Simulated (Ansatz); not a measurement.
**Clamped-ion strain scan in Ti**

These are results of DFT r2SCAN, scalar-relativistic, plane waves, PAW in Ansatz, not measurements. The runs took a 500 eV cutoff, a Γ-centred 24×24×14 mesh and Gaussian smearing (0.15 eV). No spin polarisation. Energies are free energies at this smearing, counted from the undisturbed cell; pressure is positive in compression.

The undisturbed cell (relaxed at this level):

```
Ti
1.0
     2.93580    0.00000    0.00000
    -1.46790    2.54247    0.00000
     0.00000    0.00000    4.63619
Ti
2
Direct
  0.33333 0.66667 0.25000
  0.66667 0.33333 0.75000
```

The cell is strained by ε times the Voigt pattern (1, 0, 0, 0, 0, 0) (xx, yy, zz, yz, xz, xy; engineering shear) with fractional coordinates fixed. The cell is metallic on the mesh throughout.

| ε | ΔE (meV/atom) | stress summed along the pattern (GPa, tension positive) | pressure (GPa) |
| --- | --- | --- | --- |
| -0.0600 | 46.2 | -14.87 | 8.2 |
| -0.0300 | 11.1 | -6.98 | 3.8 |
| 0.0000 | 0.0 | -0.02 | 0.0 |
| 0.0450 | 21.2 | 8.28 | -4.7 |

Cost: 4 runs of about 7.2 core-minutes in all, on Intel Xeon Processor @ 2.50GHz (Skylake/Cascade Lake) (shared hosts).